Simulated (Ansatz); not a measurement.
Relaxed Li$_{3}$N (Li3N type, space group P6/mmm):

```
CELL_PARAMETERS angstrom
      3.60977     0.00000     0.00000
     -1.80489     3.12615     0.00000
      0.00000     0.00000     3.85578
ATOMIC_POSITIONS crystal
  Li 0.00000 0.00000 0.50000
  Li 0.33333 0.66667 0.00000
  Li 0.66667 0.33333 0.00000
  N  0.00000 0.00000 0.00000
```

The atoms are displaced by Q × the pattern below (from a DFPT mode at Γ, largest move 1; Q in Å), at fixed cell.

| atom | x | y | z |
|---|---|---|---|
| Li1 | 0.000 | 0.000 | -1.000 |
| Li2 | 0.000 | 0.000 | 0.027 |
| Li3 | 0.000 | 0.000 | 0.027 |
| N4 | 0.000 | 0.000 | 0.468 |

Calculation: r2SCAN (plane waves to 500 eV, PAW, scalar-relativistic; Ansatz, a first-principles code). k mesh 11×11×9 (Γ-centred), Fermi-Dirac smearing 0.05 eV. Li3N was relaxed with its symmetry unable to fall. 

```
Q (Å)   −dE/dQ from forces (eV/Å)
------  -------------------------
-0.100                      1.855
-0.083                      1.509
-0.067                      1.184
-0.050                      0.874
-0.033                      0.576
-0.017                      0.286
0.000                       0.000
0.017                      -0.286
0.033                      -0.576
0.050                      -0.874
0.067                      -1.184
0.083                      -1.509
0.100                      -1.855
```

Question: What harmonic wavenumber does the curvature at Q = 0 give?

Answer: 682 cm⁻¹. E″ = 17.13 eV/Å², M = Σ mᵢ|uᵢ|² = 10.0 u, ν̃ = 521.5·√(|E″|/M).

(A displaced cell: forces are minus the slopes of the energy, force constants its curvatures, and phonons follow from these.)
